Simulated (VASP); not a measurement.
# BaS (I4mm) in VASP: notebook, part 2 of 2

VASP 6.6.1. The steps go on from the part before.

### 3 Single point, PBEsol (atom 2 (S) moved by (-0.200, -0.200) A along x and z)

File INCAR:

```
  PREC = Accurate
  ENCUT = 520
  EDIFF = 1E-6
  ISMEAR = 0
  SIGMA = 0.05
  LREAL = False
  LASPH = True
  NELM = 100
  ALGO = Fast
  ISIF = 2
  LWAVE = False
  LCHARG = True
  GGA = PS
  LELF = True
  LVHAR = True
  NBANDS = 15
```

File KPOINTS:

```
Automatic mesh
0
Gamma
  8 8 8
```

File POSCAR:

```
BaS
1.0
    0.0000000000      3.1663007200      3.1663007200
    3.1663007200      0.0000000000      3.1663007200
    3.1663007200      3.1663007200      0.0000000000
Ba S
1 1
Direct
    0.0000000000      0.0000000000      0.0000000000
    0.5000000000      0.4368348058      0.5000000000
```

Potentials or basis: VASP PAW PBE potentials, release 64 (Ba_sv, S).

Started as:

```
> cat potpaw_PBE.64/Ba_sv/POTCAR potpaw_PBE.64/S/POTCAR > POTCAR
> mpirun -np 1 vasp_std > vasp.out
```

OUTCAR:

```text
PREC = Accurate
   ENCUT = 520
   EDIFF = 1E-6
   ISMEAR = 0
   LREAL = False
   LASPH = True
   NELM = 100
   ISIF = 2
   GGA = PS

 ion  position               nearest neighbor table
   1  0.000  0.000  0.000-   2 2.97   2 2.97   2 3.18   2 3.18   2 3.37   2 3.37
   2  0.500  0.437  0.500-   1 2.97   1 2.97   1 3.18   1 3.18   1 3.37   1 3.37

  LATTYP: Found a face centered cubic cell.
 ALAT       =     6.3326014400

  Lattice vectors:

 A1 = (   0.0000000000,   3.1663007200,   3.1663007200)
 A2 = (   3.1663007200,   0.0000000000,   3.1663007200)
 A3 = (   3.1663007200,   3.1663007200,   0.0000000000)

Analysis of symmetry for initial positions (statically):
=====================================================================
 Subroutine PRICEL returns:
 Original cell was already a primitive cell.

 Routine SETGRP: Setting up the symmetry group for a
 face centered cubic supercell.

 Subroutine GETGRP returns: Found  4 space group operations
 (whereof  4 operations were pure point group operations)
 out of a pool of 48 trial point group operations.

The static configuration has the point symmetry C_2v.

Analysis of symmetry for dynamics (positions and initial velocities):
=====================================================================
 Subroutine PRICEL returns:
 Original cell was already a primitive cell.

 Routine SETGRP: Setting up the symmetry group for a
 face centered cubic supercell.

 Subroutine GETGRP returns: Found  4 space group operations
 (whereof  4 operations were pure point group operations)
 out of a pool of 48 trial point group operations.

The dynamic configuration has the point symmetry C_2v.

 Subroutine INISYM returns: Found  4 space group operations
 (whereof  4 operations are pure point group operations),
 and found     1 'primitive' translations

----------------------------------------------------------------------------------------

                                     Primitive cell

  volume of cell :      63.4872

  direct lattice vectors                    reciprocal lattice vectors
[... 120 lines left out ...]
 Gauss-broadening in eV      SIGMA  =   0.05
  energy-cutoff  :      520.00
  volume of cell :       63.49
 maximum number of plane-waves:      1727
 NGX is ok and might be reduce to    36
   NGX = 17   NGY = 17   NGZ = 17

 number of electron      16.0000000 magnetization

 Free energy of the ion-electron system (eV)
  ---------------------------------------------------
  ext. energy  EPLUGINS =         0.00000000
  ---------------------------------------------------
  free energy    TOTEN  =       -10.62377534 eV

  energy without entropy =      -10.62377534  energy(sigma->0) =      -10.62377534

 E-fermi :   1.6558     XC(G=0):  -8.9185

 val. band max:        1.3579709319   @ k =   0.0000   0.0000   0.0000
 cond. band min:       3.6137167672   @ k =   0.5000   0.5000   0.0000
 fundamental gap:      2.2557458353
 Fermi energy:         1.6557981518

 k-point     1 :       0.0000    0.0000    0.0000
  band No.  band energies     occupation
      1     -24.4566      2.00000
      2      -9.6548      2.00000
      3      -9.5213      2.00000
      4      -9.4945      2.00000
      5      -8.7860      2.00000
      6       1.3201      2.00000
      7       1.3253      2.00000
      8       1.3580      2.00000
      9       4.9764      0.00000
     10       5.2445      0.00000
     11       5.4531      0.00000
     12       5.5122      0.00000
     13       6.3555      0.00000
     14       6.4925      0.00000
[... 401 lines left out ...]
      2     -10.7586      2.00000
      3      -9.6522      2.00000
      4      -9.5570      2.00000
      5      -7.6161      2.00000
      6      -0.3546      2.00000
      7       0.3923      2.00000
      8       0.6868      2.00000
      9       5.9419      0.00000
     10       7.0478      0.00000
     11       7.1794      0.00000
     12       8.2191      0.00000
     13       9.2605      0.00000
     14      10.3220      0.00000
     15      11.0058      0.00000

 [... further k-points ...]

------------------------ aborting loop because EDIFF is reached ----------------------------------------

  FORCE on cell =-STRESS in cart. coord.  units (eV):
  Direction    XX          YY          ZZ          XY          YZ          ZX
  --------------------------------------------------------------------------------------
  -------------------------------------------------------------------------------------
  Total        0.8866818      0.0731513      0.8866818      0.0000000      0.0000000     -0.1792715
  in kB       22.3764877      1.8460616     22.3764877      0.0000000      0.0000000     -4.5241317
  external PRESSURE =      15.5330123 kB  Pullay stress =       0.0000000 kB

 VOLUME and BASIS-vectors are now :
 -----------------------------------------------------------------------------
  energy-cutoff  :      520.00
  volume of cell :       63.49
      direct lattice vectors                 reciprocal lattice vectors
     0.000000000  3.166300720  3.166300720    -0.157912986  0.157912986  0.157912986
     3.166300720  0.000000000  3.166300720     0.157912986 -0.157912986  0.157912986
     3.166300720  3.166300720  0.000000000     0.157912986  0.157912986 -0.157912986

 POSITION                                       TOTAL-FORCE (eV/Angst)
 -----------------------------------------------------------------------------------
      0.00000      0.00000      0.00000        -0.493021      0.000000     -0.493021
      2.96630      3.16630      2.96630         0.493021      0.000000      0.493021
 -----------------------------------------------------------------------------------
    total drift:                                0.000876      0.000000      0.000876

  FREE ENERGIE OF THE ION-ELECTRON SYSTEM (eV)
  ---------------------------------------------------
  free  energy   TOTEN  =       -10.6237753377 eV

  energy  without entropy=      -10.6237753377  energy(sigma->0) =      -10.62377534
```

OSZICAR:

```text
N       E                     dE             d eps       ncg     rms          rms(c)
DAV:   1     0.812348801322E+02    0.81235E+02   -0.68912E+03  2850   0.931E+02
DAV:   2    -0.634913969126E+01   -0.87584E+02   -0.79072E+02  3943   0.168E+02
DAV:   3    -0.109945516974E+02   -0.46454E+01   -0.46127E+01  3993   0.405E+01
DAV:   4    -0.110740661305E+02   -0.79514E-01   -0.79500E-01  3521   0.550E+00
DAV:   5    -0.110761597032E+02   -0.20936E-02   -0.20935E-02  4032   0.717E-01    0.506E+00
RMM:   6    -0.106306703727E+02    0.44549E+00   -0.59375E-01  2983   0.286E+00    0.340E+00
RMM:   7    -0.106194352931E+02    0.11235E-01   -0.15088E-01  3473   0.164E+00    0.192E+00
RMM:   8    -0.106257878605E+02   -0.63526E-02   -0.29931E-02  3383   0.111E+00    0.563E-01
RMM:   9    -0.106233986246E+02    0.23892E-02   -0.48806E-03  4132   0.353E-01    0.289E-01
RMM:  10    -0.106239533217E+02   -0.55470E-03   -0.32671E-03  4086   0.234E-01    0.237E-01
RMM:  11    -0.106237553099E+02    0.19801E-03   -0.58809E-04  3829   0.117E-01    0.295E-02
RMM:  12    -0.106237734300E+02   -0.18120E-04   -0.13526E-04  4495   0.526E-02    0.264E-02
RMM:  13    -0.106237748511E+02   -0.14211E-05   -0.36446E-05  4323   0.247E-02    0.740E-03
RMM:  14    -0.106237753377E+02   -0.48652E-06   -0.84942E-06  3976   0.121E-02
   1 F= -.10623775E+02 E0= -.10623775E+02  d E =-.239317E-19
```

It took 84 s on 1 thread of Intel Xeon Platinum 8488C (Sapphire Rapids), shared host; peak memory 0.27 GiB.

What came out:

- Free energy: -10.6238 eV
- Pressure: 1.6 GPa
- Largest force: 0.697 eV/Å
- Band gap on the k mesh: 2.26 eV, indirect (least direct gap 2.27 eV)

Forces in eV/Å, atoms in the order of the input:
```
Ba  -0.493  0.000 -0.493
S    0.493  0.000  0.493
```

Stress tensor (GPa, compression positive):
```
 2.24  0.00 -0.45
 0.00  0.18  0.00
-0.45  0.00  2.24
```

Caveat: the PAW data sets were made with another functional, which shifts forces and pressure a little; spin-orbit coupling is left out, which moves the levels of the heavy elements.

### 4 Single point, PBEsol (atom 2 (S) moved by (-0.200, -0.100) A along x and z)

File INCAR:

```
PREC = Accurate
ENCUT = 520
EDIFF = 1E-6
ISMEAR = 0
SIGMA = 0.05
LREAL = False
LASPH = True
NELM = 100
ALGO = Fast
ISIF = 2
LWAVE = False
LCHARG = False
GGA = PS
NBANDS = 15
```

File KPOINTS:

```
regular mesh
0
Gamma
  8 8 8
```

Edit POSCAR of step 3 so:

```diff
@@ -9,2 +9,2 @@
     0.0000000000      0.0000000000      0.0000000000
-    0.5000000000      0.4368348058      0.5000000000
+    0.5157912986      0.4526261043      0.4842087014
```

Potentials or basis: VASP PAW PBE potentials, release 64 (Ba_sv, S).

Started as:

```
> cat potpaw_PBE.64/Ba_sv/POTCAR potpaw_PBE.64/S/POTCAR > POTCAR
> mpirun -np 1 vasp_std > vasp.out
```

OUTCAR:

```text
PREC = Accurate
   ENCUT = 520
   EDIFF = 1E-6
   ISMEAR = 0
   LREAL = False
   LASPH = True
   NELM = 100
   ISIF = 2
   GGA = PS

 ion  position               nearest neighbor table
   1  0.000  0.000  0.000-   2 2.97   2 3.07   2 3.17   2 3.17   2 3.27   2 3.37
   2  0.516  0.453  0.484-   1 2.97   1 3.07   1 3.17   1 3.17   1 3.27   1 3.37

  LATTYP: Found a face centered cubic cell.
 ALAT       =     6.3326014400

  Lattice vectors:

 A1 = (   0.0000000000,   3.1663007200,   3.1663007200)
 A2 = (   3.1663007200,   0.0000000000,   3.1663007200)
 A3 = (   3.1663007200,   3.1663007200,   0.0000000000)

Analysis of symmetry for initial positions (statically):
=====================================================================
 Subroutine PRICEL returns:
 Original cell was already a primitive cell.

 Routine SETGRP: Setting up the symmetry group for a
 face centered cubic supercell.

 Subroutine GETGRP returns: Found  2 space group operations
 (whereof  2 operations were pure point group operations)
 out of a pool of 48 trial point group operations.

The static configuration has the point symmetry C_1h.

Analysis of symmetry for dynamics (positions and initial velocities):
[... 180 lines left out ...]
     10       5.2628      0.00000
     11       5.3860      0.00000
     12       5.4114      0.00000
     13       6.2896      0.00000
     14       6.4223      0.00000
[... 401 lines left out ...]
      2     -10.6040      2.00000
      3      -9.5909      2.00000
      4      -9.5853      2.00000
      5      -7.7962      2.00000
      6      -0.1238      2.00000
      7       0.6050      2.00000
      8       0.7662      2.00000
      9       5.2115      0.00000
     10       6.9814      0.00000
     11       7.3438      0.00000
     12       7.3948      0.00000
     13       8.3788      0.00000
     14       9.7959      0.00000
     15      11.7372      0.00000

 [... further k-points ...]

------------------------ aborting loop because EDIFF is reached ----------------------------------------

  FORCE on cell =-STRESS in cart. coord.  units (eV):
  Direction    XX          YY          ZZ          XY          YZ          ZX
  --------------------------------------------------------------------------------------
  -------------------------------------------------------------------------------------
  Total        0.9686230      0.1407714      0.3426440      0.0000000      0.0000000     -0.0861763
  in kB       24.4443730      3.5525363      8.6470361      0.0000000      0.0000000     -2.1747634
  external PRESSURE =      12.2146485 kB  Pullay stress =       0.0000000 kB

 VOLUME and BASIS-vectors are now :
 -----------------------------------------------------------------------------
  energy-cutoff  :      520.00
  volume of cell :       63.49
      direct lattice vectors                 reciprocal lattice vectors
     0.000000000  3.166300720  3.166300720    -0.157912986  0.157912986  0.157912986
     3.166300720  0.000000000  3.166300720     0.157912986 -0.157912986  0.157912986
     3.166300720  3.166300720  0.000000000     0.157912986  0.157912986 -0.157912986

 POSITION                                       TOTAL-FORCE (eV/Angst)
 -----------------------------------------------------------------------------------
      0.00000      0.00000      0.00000        -0.514507      0.000000     -0.217256
      2.96630      3.16630      3.06630         0.514507      0.000000      0.217256
 -----------------------------------------------------------------------------------
    total drift:                                0.000763     -0.000000      0.000385

  FREE ENERGIE OF THE ION-ELECTRON SYSTEM (eV)
  ---------------------------------------------------
  free  energy   TOTEN  =       -10.6585839918 eV

  energy  without entropy=      -10.6585839918  energy(sigma->0) =      -10.65858399
```

stdout:

```text
POSCAR found type information on POSCAR BaS
 POSCAR found :  2 types and       2 ions
 scaLAPACK will be used
 -----------------------------------------------------------------------------
|                                                                             |
|                                                                             |
|     You enforced a specific xc type in the INCAR file but a different       |
|     I HOPE YOU KNOW WHAT YOU ARE DOING!                                     |
|                                                                             |
 -----------------------------------------------------------------------------

 LDA part: xc-table for (Slater+PW92), standard interpolation
 POSCAR, INCAR and KPOINTS ok, starting setup
 FFT: planning ... GRIDC
 FFT: planning ... GRID_SOFT
 FFT: planning ... GRID
 WAVECAR not read
 entering main loop
```

It took 1.9 min on 1 thread of Intel Xeon Platinum 8488C (Sapphire Rapids), shared host; peak memory 0.31 GiB.

Results:

- Free energy: -10.6586 eV
- Pressure: 1.2 GPa
- Largest force: 0.558 eV/Å
- Band gap on the k mesh: 2.07 eV, indirect (least direct gap 2.12 eV)

Forces in eV/Å, atoms in the order of the input:
```
Ba  -0.515  0.000 -0.217
S    0.515  0.000  0.217
```

Stress tensor (GPa, compression positive):
```
 2.44  0.00 -0.22
 0.00  0.36  0.00
-0.22  0.00  0.86
```

Caveat: the PAW data sets were made with another functional, which shifts forces and pressure a little; spin-orbit coupling is left out, which moves the levels of the heavy elements. A k mesh can miss the band edges.

### 5 Summary

```csv
cell,gap on the mesh (eV),pressure (GPa),largest force (eV/Å)
"atom 2 (S) moved by (-0.100, +0.000) A along x and z",1.95,0.8,0.23
"atom 2 (S) moved by (-0.200, -0.200) A along x and z",2.26,1.6,0.70
"atom 2 (S) moved by (-0.200, -0.100) A along x and z",2.07,1.2,0.56
```

Alike in all rows: task single point; level PBEsol; potentials or basis VASP PAW PBE potentials, release 64 (Ba_sv, S); no spin polarisation; k mesh 8 × 8 × 8; cutoff (eV) 520; smearing gaussian 0.05 eV.

Caveats: the PAW data sets were made with another functional, which shifts forces and pressure a little; spin-orbit coupling is left out, which moves the levels of the heavy elements.

Total energies depend on the potentials used, so only differences within one code and one set of settings carry meaning.
